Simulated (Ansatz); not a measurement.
The reference is BaSnO3 in the cubic perovskite structure (space group Pm-3m, No. 221; a = 4.131 Å). Axes: x, y, z lie along the cube axes.

Structures relaxed with Kohn–Sham DFT with the r2SCAN functional, run in Ansatz (a first-principles code) with PAW and 500 eV plane waves, no spin-orbit coupling.

Base:

Simulated powder pattern, Mo Kα, λ = 0.71073 Å (kinematic, ideal powder, no thermal factors, no anomalous dispersion; the 8 strongest lines at most, above 2 %, up to 2θ = 40°):

```json
[
 {"2θ (°)": "13.97", "I/Imax (%)": "100", "hkl": "(110)"},
 {"2θ (°)": "17.14", "I/Imax (%)": "2.8", "hkl": "(111)"},
 {"2θ (°)": "19.81", "I/Imax (%)": "32", "hkl": "(200)"},
 {"2θ (°)": "24.33", "I/Imax (%)": "46", "hkl": "(211)"},
 {"2θ (°)": "28.16", "I/Imax (%)": "22", "hkl": "(220)"},
 {"2θ (°)": "31.57", "I/Imax (%)": "21", "hkl": "(310)"},
 {"2θ (°)": "34.67", "I/Imax (%)": "7.4", "hkl": "(222)"},
 {"2θ (°)": "37.55", "I/Imax (%)": "24", "hkl": "(321)"}
]
```

After one change:

Simulated powder pattern, Mo Kα, λ = 0.71073 Å (kinematic, ideal powder, no thermal factors, no anomalous dispersion; the 8 strongest lines at most, above 2 %, up to 2θ = 40°):

| 2θ (°) | I/Imax (%) |
|---|---|
| 13.93 | 100 |
| 14.57 | 89 |
| 20.21 | 60 |
| 23.86 | 24 |
| 25.00 | 42 |
| 25.37 | 20 |
| 28.07 | 22 |
| 31.76 | 20 |

Problem. Which change produced these results?
(A) biaxial strain −4.05 %, plane normal [111], relaxed out of plane
(B) isotropic strain +2.26 %
(C) biaxial strain +0.93 %, plane normal [001], relaxed out of plane
(D) isotropic strain +0.15 %

Solution. A, biaxial strain −4.05 %, plane normal [111], relaxed out of plane. Its volume per atom is 13.34 Å³ against 14.10 Å³, and its space group is R-3m (No. 166).

Whether these cells are dynamically stable was not tested.
